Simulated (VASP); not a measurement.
Calculation: HSE06 screened hybrid, VASP's PBE PAW potentials (set 64) (plane waves; VASP 6.6.1).

VASP ran on this input.

**KPOINTS**
```
Automatic mesh
0
Gamma
2 2 2
0.5 0.5 0.5
```

**INCAR**
```
! general
SYSTEM   = LiI
PREC     = Accurate
ENCUT    = 400
LREAL    = .FALSE.
LASPH    = .TRUE.
ISYM     = 3

! electronic loop
EDIFF    = 1E-6
NELM     = 100
ALGO     = Normal
LMAXMIX  = 4

! smearing
ISMEAR   = 0
SIGMA    = 0.01

! functional
GGA      = PE
LHFCALC  = .TRUE.
AEXX     = 0.25
HFSCREEN = 0.2
PRECFOCK = Fast

! ions
ISIF     = 2

! output
LWAVE    = .FALSE.
LCHARG   = .FALSE.
```

POSCAR:
```
LiI
1.0
  0.0000000000   2.9996930000   2.9996930000
  2.9996930000   0.0000000000   2.9996930000
  2.9996930000   2.9996930000   0.0000000000
Li I
1 1
Cart
  0.0000000000   0.0000000000   0.0000000000
  2.9996930000   2.9996930000   2.9996930000
```

POTCAR, in this order: Li_sv I (PBE.64 set). Program: vasp_std.

What VASP printed:

**OUTCAR**
```
 ion  position               nearest neighbor table
   1  0.000  0.000  0.000-   2 3.00   2 3.00   2 3.00   2 3.00   2 3.00   2 3.00
   2  0.500  0.500  0.500-   1 3.00   1 3.00   1 3.00   1 3.00   1 3.00   1 3.00
  LATTYP: Found a face centered cubic cell.
 ALAT       =     5.9993860000
 Subroutine PRICEL returns:
 Original cell was already a primitive cell.
 Subroutine GETGRP returns: Found 48 space group operations
The static configuration has the point symmetry O_h .
The dynamic configuration has the point symmetry O_h .
 Subroutine INISYM returns: Found 48 space group operations
 Subroutine IBZKPT returns following result:
 Found      2 irreducible k-points:

 Following reciprocal coordinates:
            Coordinates               Weight
  0.250000  0.250000  0.250000      8.000000
 -0.250000  0.250000  0.250000     24.000000
 Subroutine IBZKPT_HF returns following result:
   k-points           NKPTS =      2   k-points in BZ     NKDIM =     32   number of bands    NBANDS=      9
   number of dos      NEDOS =    301   number of ions     NIONS =      2
   total plane-waves  NPLWV =  21952
   dimension x,y,z NGX =    28 NGY =   28 NGZ =   28
   dimension x,y,z NGXF=    56 NGYF=   56 NGZF=   56
   ions per type =               1   1
...
```

**OSZICAR**
```
       N       E                     dE             d eps       ncg     rms          rms(c)
DAV:   1    -0.115064525379E+04   -0.11506E+04   -0.27803E+03    36   0.776E+02
DAV:   2    -0.118634646292E+04   -0.35701E+02   -0.35197E+02    54   0.120E+02
DAV:   3    -0.118798679077E+04   -0.16403E+01   -0.16399E+01    38   0.302E+01
DAV:   4    -0.118802451178E+04   -0.37721E-01   -0.37717E-01    46   0.543E+00
DAV:   5    -0.669851691850E+01    0.11813E+04   -0.36307E+00    36   0.112E+01    0.407E+00
DAV:   6    -0.673326360043E+01   -0.34747E-01   -0.32759E-01    54   0.341E+00    0.406E+00
DAV:   7    -0.673669062851E+01   -0.34270E-02   -0.21437E-02    38   0.102E+00    0.261E+00
DAV:   8    -0.673712466446E+01   -0.43404E-03   -0.28088E-03    55   0.395E-01    0.160E+00
DAV:   9    -0.673734078767E+01   -0.21612E-03   -0.38437E-04    38   0.186E-01    0.906E-01
DAV:  10    -0.673752018949E+01   -0.17940E-03   -0.22209E-04    55   0.124E-01    0.499E-01
DAV:  11    -0.673763430465E+01   -0.11412E-03   -0.68978E-05    38   0.753E-02    0.280E-01
DAV:  12    -0.673769910368E+01   -0.64799E-04   -0.36212E-05    47   0.526E-02    0.153E-01
DAV:  13    -0.673773316038E+01   -0.34057E-04   -0.14074E-05    38   0.335E-02    0.863E-02
DAV:  14    -0.673775087381E+01   -0.17713E-04   -0.71750E-06    47   0.230E-02    0.481E-02
DAV:  15    -0.673775965407E+01   -0.87803E-05   -0.29461E-06    38   0.150E-02    0.274E-02
DAV:  16    -0.673776399517E+01   -0.43411E-05   -0.14266E-06    39   0.104E-02    0.153E-02
DAV:  17    -0.673776614953E+01   -0.21544E-05   -0.65414E-07    36   0.679E-03    0.866E-03
DAV:  18    -0.673776715076E+01   -0.10012E-05   -0.25838E-07    18   0.462E-03    0.497E-03
DAV:  19    -0.673776762389E+01   -0.47312E-06   -0.14756E-07    20   0.370E-03
   1 F= -.67377676E+01 E0= -.67377676E+01  d E =-.112551E-16
```

### OUTCAR
```
------------------------ aborting loop because EDIFF is reached ----------------------------------------
  FORCE on cell =-STRESS in cart. coord.  units (eV):
  Direction    XX          YY          ZZ          XY          YZ          ZX
  --------------------------------------------------------------------------------------
  Total       -0.2247055     -0.2247055     -0.2247055     -0.0000000     -0.0000000      0.0000000
  in kB       -6.6690485     -6.6690485     -6.6690485     -0.0000000     -0.0000000      0.0000000
  external PRESSURE =      -6.6690485 kB  Pullay stress =       0.0000000 kB
  volume of cell :       53.98
      direct lattice vectors                 reciprocal lattice vectors
     0.000000000  2.999693000  2.999693000    -0.166683724  0.166683724  0.166683724
     2.999693000  0.000000000  2.999693000     0.166683724 -0.166683724  0.166683724
     2.999693000  2.999693000  0.000000000     0.166683724  0.166683724 -0.166683724
 POSITION                                       TOTAL-FORCE (eV/Angst)
 -----------------------------------------------------------------------------------
      0.00000      0.00000      0.00000         0.000000      0.000000      0.000000
      2.99969      2.99969      2.99969        -0.000000     -0.000000     -0.000000
 -----------------------------------------------------------------------------------
    total drift:                               -0.000000      0.000000      0.000000
  FREE ENERGIE OF THE ION-ELECTRON SYSTEM (eV)
  ---------------------------------------------------
  free  energy   TOTEN  =        -6.7377676239 eV

  energy  without entropy=       -6.7377676239  energy(sigma->0) =       -6.73776762

  exchange ACFDT corr.  =         0.00000000  see jH, gK, PRB 81, 115126
```
(Selected blocks of OUTCAR.)

At this cut-off the stress carries a Pulay error, which pulls relaxed volumes low.

The structure comes from a computed database's LiI entry; how it stands against other phases isn't given here. The cell was not relaxed at this level. The k-mesh is coarse (spacing up to 0.91 per Å, 2π included), so the numbers may not be converged in it. The run is one of a series of settings (KPOINTS 2×2×2 Γ-centred mesh shifted by (0.5, 0.5, 0.5) against the base run), some of them coarse on purpose.
